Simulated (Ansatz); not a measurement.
**CdSe (Cadmoselite): equation of state with PBEsol**

Crystal: CdSe (Cadmoselite).

```
Cd Se
1.0
     4.30000    0.00000    0.00000
    -2.15000    3.72391    0.00000
     0.00000    0.00000    7.02000
Cd Se
2 2
Direct
  0.66667 0.33333 0.50000
  0.33333 0.66667 0.00000
  0.66667 0.33333 0.88500
  0.33333 0.66667 0.38500
```

* Program: Ansatz 0.2.0
* Task: equation of state
* Functional: PBEsol
* Potentials or basis: all-electron LAPW, scalar-relativistic
* Basis error allowed: 0.001 eV/atom
* k mesh: 7 × 7 × 4
* Occupations: fermi-dirac, width 0.05 eV
* Spin: no spin polarisation

```yaml
Equilibrium_volume: 28.19 Å³/atom
Bulk_modulus_at_fixed_shape_and_positions: 52 GPa
Pressure_derivative_of_the_bulk_modulus: 4.7
```

Energy against volume, from the lowest point:
```
volume (Å³/atom)  energy (meV/atom)
          26.416              20.43
          26.978               9.16
          27.540               2.51
          28.102               0.00
          28.665               1.17
          29.227               5.64
          29.789              13.05
```

All runs of the series together: 6.1 min on 2 threads of AMD EPYC 7R43 64-Core Processor (Zen 3), with other jobs on the host.

Caveat: the cell was scaled at fixed shape and fractional positions, which overstates the stiffness of a crystal with free parameters, most of all of layers and chains.
